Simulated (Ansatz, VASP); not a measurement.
**Two plane-wave programs on Ge**

The input INCAR:

```
ALGO = Normal
EDIFF = 1E-7
ENCUT = 520
GGA = PS
ISIF = 2
ISMEAR = -1
LASPH = T
LCHARG = T
LELF = T
LREAL = F
LVHAR = T
LWAVE = F
NBANDS = 13
NELM = 100
PREC = Accurate
SIGMA = 0.1
```

The input KPOINTS:

```
k-points
0
Gamma
  13 13 13
```

POSCAR

```
Ge
1.0
    2.5954968937      0.0000000000      0.0000000000
    0.0000000000      2.5954968937      0.0000000000
    0.0000000000      0.0000000000      2.5954968937
Ge
1
Direct
    0.0000000000      0.0000000000      0.0000000000
```

Input for Ansatz:

```yaml
crystal:
  lattice:
    - [2.5954968937, 0.0, 0.0]
    - [0.0, 2.5954968937, 0.0]
    - [0.0, 0.0, 2.5954968937]
  atoms:
    - { symbol: Ge, position: [0.0, 0.0, 0.0] }
hamiltonian:
  xc: pbesol
  pseudopotentials:
    kind: paw
    azcp:
      Ge: "pseudopotentials/Ge.paw.azcp"
basis:
  ecutwfc: 420
  fft_grid_basis: typed
kpoints:
  mp_grid: { grid: [13, 13, 13], shift: [0, 0, 0] }
magnetization:
  spin_polarized: false
scf:
  occupations: { method: fermi_dirac, width: 0.1 }
  lower_state_search: "off"
output:
  stress: true
```

Alike in both runs: task single point; functional PBEsol; k mesh 13 × 13 × 13; occupations fermi-dirac, width 0.1 eV; no spin polarisation.

```csv
,VASP,Ansatz
version,VASP 6.6.1,Ansatz 0.2.0
potentials or method,"VASP PAW PBE potentials, release 64 (Ge_d)","plane waves (420 eV) with PAW, scalar-relativistic"
plane-wave cutoff (eV),520,420
valence electrons in the cell,14,14
```

|  | VASP | Ansatz | Ansatz less VASP |
| --- | --- | --- | --- |
| pressure (GPa) | 8.0 | 7.9 | -0.05 |

Ansatz warned: «pseudo_functional_mismatch».

Caveats: the PAW data sets were made with another functional, which shifts forces and pressure a little (VASP).
